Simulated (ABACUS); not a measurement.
Runs of ABACUS 3.10.1 on Pb. The structure is cubic, space group Fd-3m (No. 227). The conventional cell has a = 6.878 Å, b = 6.878 Å, c = 6.878 Å, α = 90.00°, β = 90.00°, γ = 90.00°. Around Pb (site symmetry -43m) lie 4 Pb at 2.98 Å. This isn't the form of Pb at room conditions, which is fcc.

```tsv
potentials or basis	cutoff (eV)	radial cutoff of the potentials (pseudo_rcut)	gap on the mesh (eV)	pressure (GPa)
Ansatz NC PBE, plane waves	857	7 bohr	none	2.7
SG15 ONCV 1.2 PBE, plane waves	857	7 bohr	none	(a)
PseudoDojo NC SR 0.4.1 PBE standard, plane waves	857	7 bohr	none	2.7
GBRV ultrasoft 1.5 PBE, plane waves	544	10 bohr	none	2.5
SPMS ONCV 1.0 PBE, plane waves	857	7 bohr	none	2.7
```

Alike in all rows: task single point; level PBE; no spin polarisation; cell as given; k mesh 5 × 5 × 5; smearing fermi-dirac 0.05 eV.

Problem. Estimate the missing entries.

Solution. (a) 2.8.

A k mesh can miss the band edges, and the runs leave out spin-orbit coupling on Pb.

A gap of «none» marks a metal or a gap under the smearing width.
